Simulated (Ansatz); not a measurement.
## simple cubic against fcc along groups 8 to 10

These are results of DFT, RPBE, plane waves (420 eV) with PAW, scalar-relativistic (Ansatz 0.2.0), not measurements. (PAW data from PBE, frozen cores regenerated.)

Each structure is relaxed within its symmetry, in the lowest magnetic state of the tried starts. Differences under about 8 meV lie within the error of the k-point mesh.

```tsv
element	E(simple cubic) − E(fcc) (meV/atom)	V(simple cubic) (Å³/atom)	V(fcc) (Å³/atom)	state of simple cubic	state of fcc
Ru	995	16.13	14.05	spin not included	spin not included
Os	1380	16.94	14.50	spin not included	spin not included
Co	730	13.24	11.22	ferromagnetic	ferromagnetic
Rh	759	16.70	14.31	spin not included	non-magnetic
Ir	974	17.28	14.68	spin not included	non-magnetic
Ni	687	13.06	11.22	ferromagnetic	ferromagnetic
Pd	?	?	?	?	?
Pt	430	18.46	15.93	spin not included	spin not included
```

Problem. Fill in the row of Pd.

Solution. E(simple cubic) − E(fcc) (meV/atom): 471; V(simple cubic) (Å³/atom): 18.49; V(fcc) (Å³/atom): 15.82; state of simple cubic: spin not included; state of fcc: spin not included.
